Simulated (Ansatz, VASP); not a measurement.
**Mg: VASP beside Ansatz**

```
Mg
1.0
    -1.48141    1.48141    1.48141
     1.48141   -1.48141    1.48141
     1.48141    1.48141   -1.48141
Mg
1
Cartesian
  0.0000 0.0000 0.0000
```

Change from the starting cell: volume scaled by 1.01, crystal datasets.

Alike in both runs: task electric field gradients; functional PBEsol; k mesh 16 × 16 × 16; occupations fermi-dirac, width 0.05 eV; no spin polarisation.

|  | VASP | Ansatz |
| --- | --- | --- |
| version | VASP 6.6.1 | Ansatz 0.2.0 |
| potentials or method | VASP PAW PBE potentials, release 64 (Mg), cutoff 520 eV | all-electron PAW with datasets made for the crystal, scalar-relativistic |

Ansatz gave:

| Property | Result |
| --- | --- |
| pressure (GPa) | 57.9 |
| Vzz of the field gradient on the site that differs most (V/Å²) | 0.0 |

Problem. What did VASP give for the same quantities?

Solution. Pressure (GPa): 59.2; Vzz of the field gradient on the site that differs most (V/Å²): 0.0.

Ansatz ran all-electron here, so the differences hold the error of VASP's frozen core and of both bases.

Caveats: so large a pressure means that the cell lies far from this level's equilibrium, or that cutoff or potentials fall short (VASP); the potentials were made for another functional, which shifts forces and pressure (VASP).
